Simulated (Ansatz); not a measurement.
# MnO in Ansatz: the effect of Hubbard term

MnO:

```
CELL_PARAMETERS angstrom
0.00000 2.22200 2.22200
2.22200 0.00000 2.22200
2.22200 2.22200 0.00000
ATOMIC_POSITIONS crystal
Mn 0.00000 0.00000 0.00000
O 0.50000 0.50000 0.50000
```

Alike in all runs:

```yaml
Program: Ansatz 0.2.0
Task: projected density of states
Functional: PBE
Potentials_or_basis: Ansatz PAW
Cutoff: "420 eV (not typed: the program's choice for these potentials)"
k_mesh: 10 × 10 × 10
Occupations: fermi-dirac, width 0.05 eV
Spin: collinear spin, ferromagnetic start
Starting_moments: "[4.0, 0.0] μB"
Hubbard_projectors: ortho-atomic (the default)
Double_counting: fll (the default)
```

Question: One run gave: pressure 11.9 GPa. Which Hubbard term did it use?
A. Mn d U = 4 eV
B. Mn d U = 6 eV
C. Mn d U = 1 eV
D. Mn d U = 8 eV
E. none

Answer: B.

| Hubbard term | pressure (GPa) |
| --- | --- |
| none | 0.4 |
| Mn d U = 1 eV | 5.3 |
| Mn d U = 2 eV | 7.4 |
| Mn d U = 3 eV | 8.5 |
| Mn d U = 4 eV | 9.7 |
| Mn d U = 5 eV | 10.8 |
| Mn d U = 6 eV | 11.9 |
| Mn d U = 8 eV | 14.2 |

Caveats: a cell with one magnetic atom can't hold antiferromagnetic order, which such compounds often take; the density of states is complete only up to the lowest level of the last band computed; the magnetic or orbital state may not be the lowest (some runs); semilocal functionals often make such compounds metallic where correlation or magnetic order opens a gap, which also shifts bond lengths (some runs).
